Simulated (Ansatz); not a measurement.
# MgS: relaxed-ion elastic tensor

Level of theory: DFT PBE, scalar-relativistic, plane waves, PAW (Ansatz). Plane waves to 420 eV; Γ-centred k mesh 8×8×8; fixed occupations. No spin polarisation.

The cell, relaxed at this level:
```yaml
crystal:
  lattice:
    - [0.00000, 2.61486, 2.61486]
    - [2.61486, 0.00000, 2.61486]
    - [2.61486, 2.61486, 0.00000]
  atoms:
    - { symbol: Mg, position: [0.00000, 0.00000, 0.00000] }
    - { symbol: S, position: [0.50000, 0.50000, 0.50000] }
```

It was relaxed at this level from a cell as deposited in COD.

Problem. Give the relaxed-ion elastic constants (GPa, Voigt order xx yy zz yz xz xy, on the Cartesian axes of the cell above).

Solution.
C11 = 138.7, C12 = 41.6, C13 = 41.6, C22 = 138.7, C23 = 41.6, C33 = 138.7, C44 = 54.0, C55 = 54.0, C66 = 54.0 GPa; the others vanish.

Problem. Is the crystal stable against homogeneous strain?

Solution. Yes: the least eigenvalue of the tensor is 54.0 GPa.

Problem. And the moduli of a polycrystal (Hill averages)?

Solution. B = 74 GPa, G = 52 GPa, E = 126 GPa, ν = 0.22.
